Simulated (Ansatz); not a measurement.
# CdTe: relaxation of cell and atoms with BLYP+D3(BJ)

CdTe:

```
Te Cd
1.0
     0.00000    3.20500    3.20500
     3.20500    0.00000    3.20500
     3.20500    3.20500    0.00000
Te Cd
1 1
Direct
  0.75000 0.75000 0.75000
  0.00000 0.00000 0.00000
```

| Quantity | Value |
| --- | --- |
| Program | Ansatz 0.2.0 |
| Task | relaxation of cell and atoms |
| Functional | BLYP |
| Dispersion | D3(BJ) |
| Potentials or basis | Ansatz PAW |
| Cutoff | 420 eV (not typed: the program's choice for these potentials) |
| k mesh | 7 × 7 × 7 |
| Occupations | fermi-dirac, width 0.05 eV |
| Spin | no spin polarisation |

```json
{"Relaxed volume": "34.51 Å³/atom", "Relaxed cell": "a = 4.604 Å, b = 4.604 Å, c = 4.604 Å, α = 60.00°, β = 60.00°, γ = 60.00°", "Space group after relaxing (to 0.05 Å)": "F-43m (No. 216)", "Energy gained by relaxing": "10.0 meV/atom", "Ionic steps": "5", "Pressure after relaxing": "0.0 GPa", "Band gap on the k mesh": "0.63 eV"}
```

Step by step:
```csv
step,energy change (eV),largest force (eV/Å),volume (Å³)
1,0.0000,0.0000,65.84
2,-0.0133,0.0000,70.85
3,-0.0193,0.0000,69.19
4,-0.0194,0.0000,69.02
5,-0.0200,0.0000,69.02
```

Final structure:
```xyz
2
Lattice="0.0000 3.2557 3.2557 3.2557 0.0000 3.2557 3.2557 3.2557 0.0000" Properties=species:S:1:pos:R:3 pbc="T T T"
Te    4.8835    4.8835    4.8835
Cd    0.0000    0.0000    0.0000
```

Run time: 7.9 s on 2 threads of Intel(R) Xeon(R) Platinum 8488C (Sapphire Rapids), on a shared host, peak memory 0.42 GiB.

Caveat: odd divisions of the mesh miss points on the zone boundary, where band edges often lie, so the gap on the mesh can be too wide; the plane-wave basis is chosen anew once the cell has moved, so the energies of steps on either side of that aren't comparable; spin-orbit coupling is left out, which moves the levels of the heavy elements; the PAW data sets come from PBE, with cores solved anew for the run's functional, which leaves a small shift of forces and pressure. Zero-point motion and thermal expansion aren't in these numbers.
